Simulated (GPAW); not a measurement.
# BN (P6_3/mmc) in GPAW: convergence with density grid spacing (A)

Aim: find how far density grid spacing (A) must go before the results for BN settle, at PBE. This setting moves, with any that are tied to it; all else stays.

Everything below comes from runs of GPAW 26.7.0. Logs are shortened: lines on timing, memory, paths and dates and some standing lists are left out, and cuts for length are marked. The log counts tension as positive stress, the text compression.

## (1) The crystal as given

It takes space group P6_3/mmc (No. 194, hexagonal). The conventional cell has a = 2.498 Å, b = 2.498 Å, c = 6.636 Å, α = 90.00°, β = 90.00°, γ = 120.00°. Around N (site symmetry -6m2) lie 3 B at 1.44 Å. B (site symmetry -6m2) is surrounded by 3 N at 1.44 Å.

## (2) With density grid spacing (A) 0.24

run.py

```python
from ase.dft.bandgap import bandgap
from ase.io import read, write
from ase.units import GPa
from gpaw import GPAW, PW

atoms = read('POSCAR')

calc = GPAW(mode=PW(800),
            h=0.24,
            xc='PBE',
            kpts={'size': (9, 9, 3), 'gamma': True},
            occupations={'name': 'fermi-dirac', 'width': 0.05},
            nbands=18,
            convergence={'density': 1e-05, 'energy': 1e-05},
            maxiter=100,
            txt='gpaw.txt')
atoms.calc = calc
energy = atoms.get_potential_energy()
forces = atoms.get_forces()
stress = atoms.get_stress()
calc.write('gs.gpw')
write('result.traj', atoms)
print(f'Energy: {energy:.6f} eV')
print('Forces (eV/A):')
print(forces.round(4))
print('Stress (GPa):', (stress / GPa).round(3))
print('Fermi level:', round(calc.get_fermi_level(), 4), 'eV')
print(f'Gap: {bandgap(calc)[0]:.4f} eV, direct: {bandgap(calc, direct=True)[0]:.4f} eV')
```

POSCAR

```
BN
1.0
    2.4982400000      0.0000000000      0.0000000000
   -1.2491200000      2.1635393048      0.0000000000
    0.0000000000      0.0000000000      6.6357000000
N B
2 2
Direct
    0.6666666667      0.3333333333      0.2500000000
    0.3333333333      0.6666666667      0.7500000000
    0.6666666667      0.3333333333      0.7500000000
    0.3333333333      0.6666666667      0.2500000000
```

Potentials or basis: GPAW PAW data sets (gpaw-data 1.2.1), pw.

On the command line:

```sh
> OMP_NUM_THREADS=1 python run.py
```

Run time: 1.1 s. Hardware: 1 thread of Arm Neoverse V2, shared host; peak memory 0.12 GiB.

The program refused the input.

## (3) With density grid spacing (A) 0.2

Changes to run.py since step 2:

```diff
@@ -8,3 +8,3 @@
 calc = GPAW(mode=PW(800),
-            h=0.24,
+            h=0.2,
             xc='PBE',
```

POSCAR is that of step 2.

Potentials or basis: GPAW PAW data sets (gpaw-data 1.2.1), pw.

On the command line:

```sh
> OMP_NUM_THREADS=1 python run.py
```

It took 12 s on 1 thread of Arm Neoverse V2, shared host; peak memory 0.16 GiB.

Results:

* Free energy: -35.2536 eV
* Pressure: 4.3 GPa
* Largest force: 0.166 eV/Å
* Band gap on the k mesh: 4.43 eV, indirect (least direct gap 4.72 eV)

## (4) With density grid spacing (A) 0.17

Changes to run.py since step 3:

```diff
@@ -8,3 +8,3 @@
 calc = GPAW(mode=PW(800),
-            h=0.2,
+            h=0.17,
             xc='PBE',
```

POSCAR is that of step 3.

On the command line:

```sh
> OMP_NUM_THREADS=1 python run.py
```

It took 12 s on 1 thread of Arm Neoverse V2, shared host; peak memory 0.16 GiB.

What came out:

* Free energy: -35.2478 eV
* Pressure: 4.4 GPa
* Band gap on the k mesh: 4.43 eV, indirect (least direct gap 4.72 eV)

## (5) With density grid spacing (A) 0.15

Changes to run.py since step 4:

```diff
@@ -8,3 +8,3 @@
 calc = GPAW(mode=PW(800),
-            h=0.17,
+            h=0.15,
             xc='PBE',
```

POSCAR is that of step 4.

On the command line:

```sh
> OMP_NUM_THREADS=1 python run.py
```

It took 19 s on 1 thread of Arm Neoverse V2, shared host; peak memory 0.16 GiB.

The run converged. Its results:

```yaml
Free_energy: -35.2448 eV
Pressure: 4.3 GPa
Band_gap_on_the_k_mesh: 4.43 eV, indirect (least direct gap 4.71 eV)
```

## (6) With density grid spacing (A) 0.13

Changes to run.py since step 5:

```diff
@@ -8,3 +8,3 @@
 calc = GPAW(mode=PW(800),
-            h=0.15,
+            h=0.13,
             xc='PBE',
```

POSCAR is that of step 5.

Potentials or basis: GPAW PAW data sets (gpaw-data 1.2.1), pw.

On the command line:

```sh
> OMP_NUM_THREADS=1 python run.py
```

It took 19 s on 1 thread of Arm Neoverse V2, shared host; peak memory 0.18 GiB.

The run converged. Its results:

| Item | Value |
| --- | --- |
| Free energy | -35.2450 eV |
| Pressure | 4.3 GPa |
| Band gap on the k mesh | 4.43 eV, indirect (least direct gap 4.72 eV) |

## (7) With density grid spacing (A) 0.11

Changes to run.py since step 6:

```diff
@@ -8,3 +8,3 @@
 calc = GPAW(mode=PW(800),
-            h=0.13,
+            h=0.11,
             xc='PBE',
```

POSCAR is that of step 6.

On the command line:

```sh
> OMP_NUM_THREADS=1 python run.py
```

Run time: 33 s. Hardware: 1 thread of Arm Neoverse V2, shared host; peak memory 0.21 GiB.

Results (log left out):

| Item | Value |
| --- | --- |
| Free energy | -35.2453 eV |
| Pressure | 4.3 GPa |
| Band gap on the k mesh | 4.43 eV, indirect (least direct gap 4.72 eV) |

## (8) With density grid spacing (A) 0.09

Changes to run.py since step 7:

```diff
@@ -8,3 +8,3 @@
 calc = GPAW(mode=PW(800),
-            h=0.11,
+            h=0.09,
             xc='PBE',
```

POSCAR is that of step 7.

Potentials or basis: GPAW PAW data sets (gpaw-data 1.2.1), pw.

On the command line:

```sh
> OMP_NUM_THREADS=1 python run.py
```

gpaw.txt:

```text
__  _  _
 | _ |_)|_||  |
 |__||  | ||/\| - 26.7.0

Input parameters:
  mode=PW(ecut=800.0),
  convergence={'density': 1e-05, 'energy': 1e-05},
  h=0.09,
  kpts=MonkhorstPack(size=(9, 9, 3), gamma=True),
  maxiter=100,
  nbands=18,
  occupations=Occupations(name='fermi-dirac', width=0.05),
  xc=XC(name='PBE')

Diagonalizing LCAO Hamiltonian
Converting LCAO to pw mode

        N B

        B N

Atoms  # Å, Bohr magnetons
|   | symbol |         x |        y |        z |    initial magnetic moments |
|---|--------|-----------|----------|----------|-----------------------------|
| 0 |      N |  1.249120 | 0.721180 | 1.658925 | ( 0.0000,  0.0000,  0.0000) |
| 1 |      N | -0.000000 | 1.442360 | 4.976775 | ( 0.0000,  0.0000,  0.0000) |
| 2 |      B |  1.249120 | 0.721180 | 4.976775 | ( 0.0000,  0.0000,  0.0000) |
| 3 |      B | -0.000000 | 1.442360 | 1.658925 | ( 0.0000,  0.0000,  0.0000) |

Unit cell  # Å
| periodic |         x |        y |        z |  lengths |     angles |
|----------|-----------|----------|----------|----------|------------|
|      yes |  2.498240 | 0.000000 | 0.000000 | 2.498240 |  90.000000 |
|      yes | -1.249120 | 2.163539 | 0.000000 | 2.498240 |  90.000000 |
|      yes |  0.000000 | 0.000000 | 6.635700 | 6.635700 | 120.000000 |

Number of symmetries: 12
Symmetry operations  # r_c * U_cc + t_c -> r_c
|    | kind |            matrix            |
|----|------|------------------------------|
|  0 |  σ   |  1, 1, 0,  0,-1, 0,  0, 0, 1 |
|  1 |  S6  |  1, 1, 0, -1, 0, 0,  0, 0,-1 |
|  2 |  E   |  1, 0, 0,  0, 1, 0,  0, 0, 1 |
|  3 |  C2  |  1, 0, 0, -1,-1, 0,  0, 0,-1 |
|  4 |  C2  |  0, 1, 0,  1, 0, 0,  0, 0,-1 |
|  5 |  C3  |  0, 1, 0, -1,-1, 0,  0, 0, 1 |
|  6 |  S6  |  0,-1, 0,  1, 1, 0,  0, 0,-1 |
|  7 |  σ   |  0,-1, 0, -1, 0, 0,  0, 0, 1 |
|  8 |  σ   | -1, 0, 0,  1, 1, 0,  0, 0, 1 |
|  9 |  i   | -1, 0, 0,  0,-1, 0,  0, 0,-1 |
| 10 |  C3  | -1,-1, 0,  1, 0, 0,  0, 0, 1 |
| 11 |  C2  | -1,-1, 0,  0, 1, 0,  0, 0,-1 |

BZ-sampling:
  Number of BZ points: 243
  Number of IBZ points: 31

  Monkhorst-Pack size: [9, 9, 3]
  Monkhorst-Pack shift: [0, 0, 0]

K-points  # in reciprocal-cell coordinates
|     |                                coordinates |     weight |
|-----|--------------------------------------------|------------|
|   0 | (  0.00000000,   0.00000000,   0.00000000) | 0.00411523 |
|   1 | (  0.00000000,   0.00000000,   0.33333333) | 0.00823045 |
|   2 | (  0.11111111,   0.00000000,  -0.33333333) | 0.02469136 |
|   3 | (  0.11111111,   0.00000000,   0.00000000) | 0.02469136 |
|   4 | (  0.11111111,   0.00000000,   0.33333333) | 0.02469136 |
|   5 | (  0.22222222,  -0.11111111,   0.00000000) | 0.02469136 |
|   6 | (  0.22222222,  -0.11111111,   0.33333333) | 0.04938272 |
|   7 | (  0.22222222,   0.00000000,  -0.33333333) | 0.02469136 |
|   8 | (  0.22222222,   0.00000000,   0.00000000) | 0.02469136 |
|   9 | (  0.22222222,   0.00000000,   0.33333333) | 0.02469136 |
| ... |                                            |            |
|  30 | (  0.44444444,   0.44444444,   0.33333333) | 0.04938272 |

Plane wave coefficients: 1856
Cutoff: 800.0 eV

Spin-components: 1 (collinear spins)
Bands:           18
Projectors:      20
Spin-degeneracy: 2
Datatype:        complex128

Parallelization:
  kpt:    1
  domain: 1
  band:   1

Density:
  Valence electrons: 16.0
  Components: 1
  Grid points: [28 28 75]
  Charge: 0.0  # |e|

Potential:
  Grid points: [28 28 75]

species:
  N:
    name:    Nitrogen
    Z:       7.0
    valence: 5
    core:    2
    charge:  0.0  # [|e|]
    compensation charges:
      type: gauss
      rc: 0.18  # [Å]
      lmax: 2
    cutoffs:
      filter: 1.11  # [Å]
      core: 0.96  # [Å]
    projectors
    | kind |    occ | energy [eV] | rcut [Å] |
    |------|--------|-------------|----------|
    |   2s |  2.000 |     -18.583 |    0.603 |
    |   2p |  3.000 |      -7.089 |    0.529 |
    |    s |        |       8.629 |    0.603 |
    |    p |        |      20.123 |    0.529 |
    |    d |        |       0.000 |    0.577 |

    Using partial waves for N as LCAO basis

  B:
    name:    Boron
    Z:       5.0
    valence: 3
    core:    2
    charge:  0.0  # [|e|]
    compensation charges:
      type: gauss
      rc: 0.20  # [Å]
      lmax: 2
    cutoffs:
      filter: 1.14  # [Å]
      core: 1.38  # [Å]
    projectors
    | kind |    occ | energy [eV] | rcut [Å] |
    |------|--------|-------------|----------|
    |   2s |  2.000 |      -9.443 |    0.635 |
    |   2p |  1.000 |      -3.606 |    0.635 |
    |    s |        |      17.768 |    0.635 |
    |    p |        |      23.605 |    0.635 |
    |    d |        |       0.000 |    0.635 |

    Using partial waves for B as LCAO basis

Reference energy: -4302.422143  # eV

eigensolver:
  PPCG
  Converge bands: occupied
  niter=2

density mixing:
  MSR1-Mixer
  Pratt-step length: 0.05
  Maximum mixing coefficient: 0.75
  Old densities: 10
  SVD Regularization: 0.005
  Good broyden scale: 1.0
  Trust region scale: 1.0
  Backstep threshold: 4.0
  History deletion threshold: 6.0
  Fourier metric: weight=20.0, sigma=0.015

occupation numbers:
  Fermi-Dirac:
    width: 0.0500  # eV

poisson solver:
  ecut: 6400.0  # eV

xc functional:
  name: PBE with 2 nearest neighbor stencil

convergence criteria:
[... 6 lines left out ...]
|iter     | |      energy | eigst |  dens |
|---------|-|-------------|-------|-------|
|iter:   1| |  -38.405813 | +0.48 |       |
|iter:   2| |  -37.761492 | -1.34 | -0.64 |
|iter:   3| |  -35.290420 | -0.83 | -0.69 |
|iter:   4| |  -35.245861 | -2.20 | -1.32 |
|iter:   5| |  -35.244922 | -2.96 | -1.70 |
|iter:   6| |  -35.245371 | -4.33 | -2.30 |
|iter:   7| |  -35.245375 | -5.96 | -3.41 |
|iter:   8| |  -35.245376c| -7.34 | -3.97 |
|iter:   9| |  -35.245376c| -8.14c| -4.42 |
|iter:  10| |  -35.245376c| -8.80c| -5.27c|

Converged in 10 steps
Energy contributions relative to reference atoms: (reference = -4302.422143)

Energy contributions:
  Kinetic:          36.960728
  Coulomb:         -37.021965
  Zero:              0.197524
  External:          0.000000
  Xc:              -35.381663
  Entropy:          -0.000000
  Spinorbit:         0.000000
  ----------------------------
  Free energy:     -35.245376
  Extrapolated:    -35.245376

dipole moment: (0.000000, 0.000000, 0.000001)  # |e|*Ang

Fermi level: 5.087
Eigenvalues  # (at kpt = [0.000, 0.000, 0.000])
| band index |      eig [eV] | occ [0-2] |
|------------|---------------|-----------|
|          0 |       -13.764 |     2.000 |
|          1 |       -13.468 |     2.000 |
|          2 |        -2.179 |     2.000 |
|          3 |        -0.051 |     2.000 |
|          4 |         2.746 |     2.000 |
|          5 |         2.746 |     2.000 |
[... 8 lines left out ...]
|         14 |        16.435 |     0.000 |
|         15 |        17.179 |     0.000 |
|        ... |               |           |
|         17 |        20.775 |     0.000 |

Gap: 4.430 eV
Transition (v -> c):
  (s=0, k=17, n=7, [0.33, 0.33, 0.33]) -> (s=0, k=29, n=8, [0.44, 0.44, 0.00])
Direct/indirect transitions are different
Direct gap: 4.715 eV
Transition at: (s=0, k=29, n=7, [0.44, 0.44, 0.00])

Forces  # eV/Ang
|        x |        y |        z |
|----------|----------|----------|
|  0.00000 |  0.00000 | -0.00003 |  # N    0
|  0.00000 |  0.00000 |  0.00003 |  # N    1
| -0.00000 |  0.00000 | -0.00001 |  # B    2
| -0.00000 | -0.00000 |  0.00001 |  # B    3

Stress tensor  # eV/Ang^3
|         x |         y |         z |
|-----------|-----------|-----------|
| -0.034114 |  0.000000 |  0.000000 |
|  0.000000 | -0.034114 |  0.000000 |
|  0.000000 |  0.000000 | -0.012886 |

# Writing to gs.gpw (mode='')
```

stdout:

```text
Energy: -35.245376 eV
Forces (eV/A):
[[ 0.  0. -0.]
 [ 0.  0.  0.]
 [-0.  0. -0.]
 [-0. -0.  0.]]
Stress (GPa): [-5.466 -5.466 -2.064  0.     0.     0.   ]
Fermi level: 5.087 eV
Gap: 4.4302 eV, direct: 4.7151 eV
```

Run time: 51 s. Hardware: 1 thread of Arm Neoverse V2, shared host; peak memory 0.26 GiB.

What came out:

* Free energy: -35.2454 eV
* Pressure: 4.3 GPa
* Band gap on the k mesh: 4.43 eV, indirect (least direct gap 4.72 eV)

## (9) Summary

```
density grid spacing (A)  energy less the tightest run, at zero smearing (meV/atom)  pressure (GPa)  largest force (eV/Å)  SCF cycles  CPU time (s)  peak memory (GiB)
                    0.24                                                    refused               -                     -           -             -                  -
                     0.2                                                      -2.05            4.27                 0.166          10            12               0.16
                    0.17                                                      -0.60            4.38                 0.000          10            12               0.16
                    0.15                                                       0.15            4.33                 0.002          10            19               0.16
                    0.13                                                       0.09            4.33                 0.000          10            19               0.18
                    0.11                                                       0.03            4.33                 0.000          10            33               0.21
                    0.09                                                       0.00            4.33                 0.000          10            51               0.26
```

Against the tightest run, the energy stays within 1 meV/atom from 0.17 on; the pressure stays within 0.1 GPa from 0.2 on; the largest force stays within 0.005 eV/Å from 0.17 on. The tightest run that finished is the yardstick and may itself not be fully converged.

Caveats: an odd mesh through Γ misses points on the zone boundary, where band edges often lie; this functional lacks dispersion, which binds the layers, so the pressure and a relaxed spacing across them are unreliable.
